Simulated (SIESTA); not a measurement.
CuO:

```
Cu O
1.0
     1.99097   -2.15355    0.00000
     1.99097    2.15355    0.00000
     0.00000    0.00000    5.15593
Cu O
2 2
Direct
  0.50000 0.00000 0.00000
  0.00000 0.50000 0.50000
  0.50000 0.50000 0.25000
  0.50000 0.50000 0.75000
```

Measurements of this composition are mostly on another form, of space group No. 15.

Base run:

* Program: SIESTA 5.4.2
* Functional: LDA
* Potentials or basis: PseudoDojo 0.4 standard (LDA files)
* Basis: DZP (energy shift 0.003 Ry; two zetas on semicore shells)
* Grid cutoff: 800 Ry
* Energy shift: 0.003 Ry
* k mesh: 9 × 9 × 5
* Occupations: fermi-dirac, width 0.05 eV
* Spin: no spin polarisation

Its results: band gap on the k mesh none (metal or under the smearing width); pressure -10.5 GPa.

Q: The run is repeated on the same cell with these changes: functional from LDA to PBEsol; potentials or basis from PseudoDojo 0.4 standard (LDA files) to PseudoDojo 0.4 standard (PBEsol files). What comes out?

A: Band gap on the k mesh none (metal or under the smearing width); pressure -4.7 GPa.

Caveats: short orbitals over semicore shells can move pressures by several GPa; the basis of atomic orbitals isn't converged, which shifts pressures, moduli and gaps; the run has no spin polarisation, though such a crystal can be magnetic; semilocal functionals often make such compounds metallic where correlation or magnetic order opens a gap, which also shifts bond lengths.

Not every run made on this cell is shown here.
